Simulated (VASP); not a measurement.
**Rh under changes of volume**

One of the cells (14.588 Å³/atom); the others are scaled copies at fixed shape and fractional positions:

```
CELL_PARAMETERS angstrom
2.74907 0.00000 0.00000
-1.37453 2.38076 0.00000
0.00000 0.00000 4.45782
ATOMIC_POSITIONS crystal
Rh 0.33333 0.66667 0.25000
Rh 0.66667 0.33333 0.75000
```

This isn't the form of Rh at room conditions, which is fcc.

| Item | Value |
| --- | --- |
| Program | VASP 6.6.1 |
| Functional | PBEsol |
| Potentials or basis | VASP PAW PBE potentials, release 64 (Rh_pv) |
| Cutoff | 520 eV |
| k mesh | 11 × 11 × 6 |
| Occupations | fermi-dirac, width 0.05 eV |
| Spin | no spin polarisation |

```tsv
volume (Å³/atom)	energy over the lowest point (meV/atom)	pressure (GPa)
13.444	0.00	2.4
13.730	1.27	-3.7
14.016	12.75	-9.0
14.588	61.43	-17.8
14.874	?	?
15.160	137.70	-24.5
```

What does the run at 14.874 Å³/atom give?

Energy over the lowest point 96.57 meV/atom; pressure -21.4 GPa.

Worked out: A Birch-Murnaghan fit of order 3 (a polynomial in V^(-2/3)) to the other rows has its minimum at 13.55 Å³/atom with B0 = V·E''(V) = 293 GPa and B' = 5.2 at fixed shape and positions, which overstates the stiffness. It gives 96.56 meV/atom at 14.874 Å³/atom, against the run's 96.57, and -dE/dV = -21.4 GPa, against -21.4.

Energies are extrapolated to zero smearing.

Caveats: the PAW data sets were made with another functional, which shifts forces and pressure a little.
